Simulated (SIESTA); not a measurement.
NiO under changes of volume

One of the cells (9.076 Å³/atom); the others are scaled copies at fixed shape and fractional positions:

```
Ni O
1.0
     0.00000    2.08590    2.08590
     2.08590    0.00000    2.08590
     2.08590    2.08590    0.00000
Ni O
1 1
Direct
  0.00000 0.00000 0.00000
  0.50000 0.50000 0.50000
```

- Program: SIESTA 5.4.2
- Functional: PBEsol
- Potentials or basis: PseudoDojo 0.4 standard (PBEsol files)
- Basis: DZP (energy shift 0.003 Ry; two zetas on semicore shells)
- Grid cutoff: 800 Ry
- Energy shift: 0.003 Ry
- k mesh: 8 × 8 × 8
- Occupations: fermi-dirac, width 0.05 eV
- Spin: collinear spin, ferromagnetic start
- Starting moments: [1.0, 0.0] μB

| volume (Å³/atom) | energy over the lowest point (meV/atom) | pressure (GPa) | moment (μB per cell) |
| --- | --- | --- | --- |
| 8.531 | 1.19 | 3.0 | 0.82 |
| 8.713 | 0.00 | -1.1 | 0.98 |
| 8.894 | 3.28 | -4.8 | 1.04 |
| 9.076 | 11.40 | -8.8 | 1.16 |
| 9.257 | 20.45 | -8.3 | 1.67 |
| 9.439 | ? | ? | ? |
| 9.620 | 43.27 | -13.3 | 1.78 |

Question: What does the run at 9.439 Å³/atom give?

Answer: Energy over the lowest point 30.39 meV/atom; pressure -10.4 GPa; moment 1.74 μB per cell.

Worked out: A Birch-Murnaghan fit of order 3 (a polynomial in V^(-2/3)) to the other rows has its minimum at 8.66 Å³/atom with B0 = V·E''(V) = 231 GPa (rough, since the energies scatter). It gives 31.74 meV/atom at 9.439 Å³/atom, against the run's 30.39, and -dE/dV = -10.1 GPa, against -10.4. The moment follows no smooth curve through the other rows.

Energies are extrapolated to zero smearing.

Caveats: short orbitals over semicore shells can move pressures by several GPa; the basis of atomic orbitals isn't converged, which shifts pressures, moduli and gaps; a cell with one magnetic atom can't hold antiferromagnetic order, which such compounds often take.
